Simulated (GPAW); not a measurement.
Wanted: an ASE script for a GPAW 26.7.0 run.

```yaml
Task: equation of state
Functional: LDA
Potentials_or_basis: the program's PAW data sets (release 1.2.1) made for this functional
Cutoff: 800 eV
Basis: pw
k_mesh: 8 × 8 × 7
Occupations: fermi-dirac, width 0.05 eV
Spin: no spin polarisation
Maxiter: 150
Eos_scales: "[0.94, 0.96, 0.98, 1.0, 1.02, 1.04, 1.06]"
```

TiB2:

```
Ti B
1.0
     3.02920    0.00000    0.00000
    -1.51460    2.62336    0.00000
     0.00000    0.00000    3.22840
Ti B
1 2
Direct
  0.00000 0.00000 0.00000
  0.66667 0.33333 0.50000
  0.33333 0.66667 0.50000
```

One way to write it, as run:

run.py

```python
from ase import Atoms
from ase.eos import EquationOfState
from ase.io import Trajectory
from ase.units import GPa
from gpaw import GPAW, PW

atoms = Atoms(['Ti', 'B', 'B'],
              cell=[[3.0292, 0.0, 0.0],
                    [-1.5146, 2.6233641531, 0.0],
                    [0.0, 0.0, 3.2284]],
              scaled_positions=[[0.0, 0.0, 0.0],
                                [0.6666666667, 0.3333333333, 0.5],
                                [0.3333333333, 0.6666666667, 0.5]],
              pbc=True)

traj = Trajectory('eos.traj', 'w')
volumes, energies = [], []
for x in [0.94, 0.96, 0.98, 1.0, 1.02, 1.04, 1.06]:
    a = atoms.copy()
    a.set_cell(atoms.cell * x**(1 / 3), scale_atoms=True)
    calc = GPAW(mode=PW(800),
                xc='LDA',
                kpts={'size': (8, 8, 7), 'gamma': True},
                occupations={'name': 'fermi-dirac', 'width': 0.05},
                nbands=20,
                convergence={'density': 1e-05, 'energy': 1e-05},
                maxiter=150,
                txt=f'eos-{x:.2f}.txt')
    a.calc = calc
    energies.append(a.get_potential_energy(force_consistent=True))
    volumes.append(a.get_volume())
    p = -a.get_stress()[:3].mean() / GPa
    calc.write(f'eos-{x:.2f}.gpw')
    traj.write(a)
    print(f'{x:.2f} {volumes[-1]:10.4f} A^3 {energies[-1]:14.6f} eV {p:9.3f} GPa', flush=True)

v0, e0, B = EquationOfState(volumes, energies, eos='birchmurnaghan').fit()
print(f'V0 = {v0:.4f} A^3, E0 = {e0:.6f} eV, B0 = {B / GPa:.2f} GPa')
```

Potentials or basis: the program's PAW data sets (release 1.2.1) made for this functional, pw.

Run with:

```sh
$ OMP_NUM_THREADS=1 python run.py
```

It gave:

```yaml
Equilibrium_volume: 8.21 Å³/atom
Bulk_modulus_at_fixed_shape_and_positions: 281 GPa
Pressure_derivative_of_the_bulk_modulus: 3.9
```

Caveat: the cell was scaled at fixed shape and fractional positions, which overstates the stiffness of a crystal with free parameters, most of all of layers and chains.

Wall time 4.7 min on 1 thread of Intel(R) Xeon(R) Processor @ 2.50GHz (Skylake/Cascade Lake), on a shared host, peak memory 0.25 GiB.
